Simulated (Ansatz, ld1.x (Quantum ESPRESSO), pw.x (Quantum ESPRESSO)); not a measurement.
Rb (Z = 37): one change to the TM potential, in the atom and in the fcc crystal

```
Element                 : Rb
Generator               : ld1.x (Quantum ESPRESSO) 7.5
Type                    : norm-conserving Troullier–Martins (Kleinman–Bylander form)
Functional              : PBE
Relativity              : scalar-relativistic
Frozen core             : [Kr]
Valence charge          : 1
Reference configuration : 4d0 5s0.75 5p0 (charge +0.25)
Partial waves           : 5p (bound, empty): rc 4.20 bohr; 4d (bound, empty): rc 4.20 bohr; 5s (bound): rc 3.50 bohr
Local potential         : the s channel
Core correction         : a·sin(br)/r model core, default radius (core density twice the valence density)
```

Change: wave 5s (bound): rc 3.50 bohr becomes 5s (bound): rc 2.54 bohr.

Cutoffs, loose and tight: the cutoffs (Ry, on a coarse ladder) from which the occupation-weighted sum of valence levels, in a spherical-Bessel basis at the reference potential, stays within 10 and 1 mRy of its value at 400 Ry. They do not see the model core or the augmentation charge, which bear on the density cutoff. Test errors are all-electron minus pseudo excitation energies from the reference, over the configurations 4d0 5s1 5p0; 4d0 5s0.5 5p0; 4d0 5s0 5p1; 4d1 5s0 5p0; 4d0.5 5s0.5 5p0; variants that change the core or the reference have their own tests.

Crystal test: fcc Rb in pw.x 7.5, no spin, 8³ k-points, Fermi–Dirac smearing 0.01 Ry, cutoffs set for each file from its atomic test. The reference is all-electron LAPW (Ansatz 0.2.0) with the same functional, mesh and smearing; V0 and B0 come from Birch–Murnaghan fits to the pressures at five volumes. Errors are pseudo minus all-electron; Δ is the rms difference of the E(V) curves that follow from these fits, minima aligned, over ±6 % about the mean V0. Mesh and smearing are coarse, so the numbers serve the comparison and aren't converged zero-temperature values; the lattice is a test structure that the element need not adopt.

All-electron: a0 = 7.166 Å (V0 = 91.99 Å³/atom), B0 = 2.7 GPa.

Problem. Does the change bring the crystal closer to the all-electron result?

Solution. The mean pressure error goes from -0.05 to -0.08 GPa, so the change moves the solid further from the all-electron pressures.

```tsv
quantity	base	changed
outcome (atom)	generated	generated
cutoff, loose (atom)	6 Ry	8 Ry
cutoff, tight (atom)	6 Ry	25 Ry
bound ghosts (atom)	none	none
largest test error (meV) (atom)	+6.1	+14
cutoffs in pw.x (Ry)	50/200	50/200
a0 (Å)	7.120	7.088
a0 error (%)	-0.64	-1.08
B0 error (%)	+0.6	+3.5
Δ (meV/atom)	1.0	1.8
mean pressure error (GPa)	-0.05	-0.08
```

Base: This is a poor potential for the solid. Changed file: This is a poor potential for the solid. The logarithmic derivative shows an extra or strongly shifted pseudo pole above the reference energy (s near 0.05 Ry). The atomic cutoffs weigh occupied waves only.
